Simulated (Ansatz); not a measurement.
**ZnS: band gap under strain**

Aim: follow the gap of ZnS built on the zincblende prototype through these states: +2.0 % biaxial strain in the (111) plane, free along [111]; +3.0 % biaxial strain in the (111) plane, free along [111]; +4.0 % biaxial strain in the (111) plane, free along [111]. The table at the end shows which levels were run.

The runs shown are made with Ansatz 0.2.0. PAW datasets, plane waves. No spin polarisation and no zero-point or thermal motion.

## (1) The system as given

The unstrained cell was relaxed with r2SCAN; in each strained cell the atoms were relaxed again with r2SCAN. Names of k-points are those of the unstrained zone, where strain can split equivalent points. First state: +2.0 % biaxial strain in the (111) plane, free along [111].

The symmetry is R3m (No. 160, trigonal); a = 3.886 Å, c = 9.226 Å in the conventional setting, 20.11 Å³ an atom. Around Zn lie 4 S at 2.34–2.36 Å; around S lie 4 Zn at 2.34–2.36 Å.

The structure in full:

```cif
data_structure
_symmetry_space_group_name_H-M 'R3m:H'
_symmetry_Int_Tables_number 160
_cell_length_a 3.8862
_cell_length_b 3.8862
_cell_length_c 9.2255
_cell_angle_alpha 90.000
_cell_angle_beta 90.000
_cell_angle_gamma 120.000
_cell_volume 120.66
loop_
_atom_site_label
_atom_site_type_symbol
_atom_site_symmetry_multiplicity
_atom_site_Wyckoff_symbol
_atom_site_fract_x
_atom_site_fract_y
_atom_site_fract_z
_atom_site_occupancy
Zn1 Zn 3 a 0.33333 0.66667 0.66490 1
S1 S 3 a 0.33333 0.66667 0.91843 1
```

From earlier runs on the unstrained cell: PBE 2.15 eV, r2SCAN 2.70 eV, HSE06 3.38 eV; a = 5.388 Å.

## (2) +2.0 % biaxial strain in the (111) plane, free along [111]: PBE

input.yaml reads:

```yaml
crystal:
  lattice:
    - [-0.0565262558, 2.6914412923, 2.6914412923]
    - [2.6914412923, -0.0565262558, 2.6914412923]
    - [2.6914412923, 2.6914412923, -0.0565262558]
  atoms:
    - { symbol: Zn, position: [-0.0017637386, -0.0017637386, -0.0017637386] }
    - { symbol: S, position: [0.2517637386, 0.2517637386, 0.2517637386] }
kpoints:
  mp_grid: { grid: [8, 8, 8] }
  band_path:
    path:
      - [0.0, 0.0, 0.0]
      - [-0.5, -0.5, 0.0]
      - [-0.375, -0.375, 0.25]
      - [-0.375, 0.0, 0.375]
      - [0.0, 0.0, 0.5]
      - [-0.5, -0.25, 0.25]
    npoints: 1
hamiltonian:
  xc: pbe
scf:
  occupations: { method: fermi_dirac, width: 0.02 }
  n_extra_bands: 4
output:
  forces: true
  stress: true
  eigenvalues: true
```

Launch:

```sh
$ ansatz run input.yaml --threads 2 --pin off --max-ram 20275MiB --backend cpu --events-out ev --progress --plain --runs-dir out
```

Further steps of the session: +2.0 % biaxial strain in the (111) plane, free along [111]: r2SCAN; +2.0 % biaxial strain in the (111) plane, free along [111]: HSE06; +2.0 % biaxial strain in the (111) plane, free along [111]: r2SCAN; +3.0 % biaxial strain in the (111) plane, free along [111]: PBE; +3.0 % biaxial strain in the (111) plane, free along [111]: r2SCAN; +3.0 % biaxial strain in the (111) plane, free along [111]: HSE06; +3.0 % biaxial strain in the (111) plane, free along [111]: r2SCAN; +4.0 % biaxial strain in the (111) plane, free along [111]: PBE; +4.0 % biaxial strain in the (111) plane, free along [111]: r2SCAN; +4.0 % biaxial strain in the (111) plane, free along [111]: HSE06; +4.0 % biaxial strain in the (111) plane, free along [111]: r2SCAN.

**Question.** What will these runs give?

The runs gave:

Least gap in eV (negative: overlap), with the change from the unstrained cell in brackets:

| state | volume change (%) | PBE | r2SCAN | HSE06 |
| --- | --- | --- | --- | --- |
| +2.0 % biaxial strain in the (111) plane, free along [111] | +2.8 | 1.91 (-0.24) | 2.46 (-0.24) | 3.12 (-0.26) |
| +3.0 % biaxial strain in the (111) plane, free along [111] | +4.2 | 1.80 (-0.35) | 2.34 (-0.36) | 3.00 (-0.38) |
| +4.0 % biaxial strain in the (111) plane, free along [111] | +5.7 | 1.70 (-0.45) | 2.22 (-0.48) | 2.88 (-0.50) |

What this shows: With HSE06, of the states in the table +4.0 % biaxial strain in the (111) plane, free along [111] shifts the gap most, by -0.497 eV. PBE and HSE06 differ by 1.23 eV on the unstrained gap, and by at most 0.05 eV on its change: the two disagree on the size of the gap but agree on its response to strain.
